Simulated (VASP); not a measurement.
**PbTe in VASP: a PBE single point**

What does VASP give for PbTe (rocksalt), under +4.0 % biaxial strain in x and y, free along z, the cell held fixed? Runs: PBE. The results are then set beside those of Ansatz 0.2.0 for the same cell.

The runs shown are made with VASP 6.6.1. PAW datasets, plane waves. Calculated at 0 K for a non-magnetic cell.

The cell comes from an earlier relaxation with r2SCAN in another program, then strained, with the atoms relaxed again.

Space group I4/mmm (No. 139), tetragonal; a = 4.806 Å, c = 6.505 Å in the conventional setting, 37.57 Å³ an atom. Pb has 6 Te at 3.25–3.40 Å; Te has 6 Pb at 3.25–3.40 Å.

Coordinates:

```
CELL_PARAMETERS angstrom
0.00000 3.39855 3.25248
3.39855 0.00000 3.25248
3.39855 3.39855 0.00000
ATOMIC_POSITIONS crystal
Pb 0.00000 0.00000 0.00000
Te 0.50000 0.50000 0.50000
```

```
level  gap (eV)  pressure (GPa)  Ansatz: gap (eV)  Ansatz: pressure (GPa)
  PBE      0.85           -1.80              0.84                   -1.77
```

**Reading.** Spin-orbit coupling is left out, though the cell holds Pb (Z = 82); in an element this heavy it can shift bands and gaps by tenths of an eV. The two programs agree on the gap within 0.01 eV. Each program uses its own PAW datasets and cutoff. VASP's cell holds 20 valence electrons and Ansatz's 30.

Which input would start the first run of this session?

The input that was used; it is not the only one that fits:

The input, INCAR:

```
ENCUT = 520.000000
SIGMA = 0.020000
EDIFF = 1.00e-07
GGA = PE
PREC = Accurate
IBRION = -1
ISIF = 2
ISMEAR = -1
NBANDS = 17
NELM = 120
NSW = 0
LASPH = .TRUE.
LCHARG = .TRUE.
LELF = .TRUE.
LWAVE = .FALSE.
LREAL = .FALSE.
```

The input, KPOINTS:

```
KPOINTS created by Atomic Simulation Environment
0
Gamma
8 8 8
0 0 0
```

The input, KPOINTS_OPT:

```
special points
7
Reciprocal
0.0000000000 0.0000000000 0.0000000000 1
0.5000000000 0.0000000000 0.5000000000 1
0.6250000000 0.2500000000 0.6250000000 1
0.3750000000 0.3750000000 0.7500000000 1
0.5000000000 0.5000000000 0.5000000000 1
0.5000000000 0.2500000000 0.7500000000 1
0.0000000000 0.0000000000 0.5000000000 1
```

The input, POSCAR:

```
Pb Te
 1.0000000000000000
     0.0000000000000000    3.3985503227999998    3.2524829413999998
     3.3985503227999998    0.0000000000000000    3.2524829413999998
     3.3985503227999998    3.3985503227999998    0.0000000000000000
 Pb  Te
   1   1
Cartesian
  0.0000000000000000  0.0000000000000000  0.0000000000000000
  3.3985503227999994  3.3985503227999994  3.2524829413999994
```

Potentials: the recommended PBE PAW datasets, 20 valence electrons in the neutral cell.

Started as:

```bash
$ mpirun -np 1 vasp_std
```
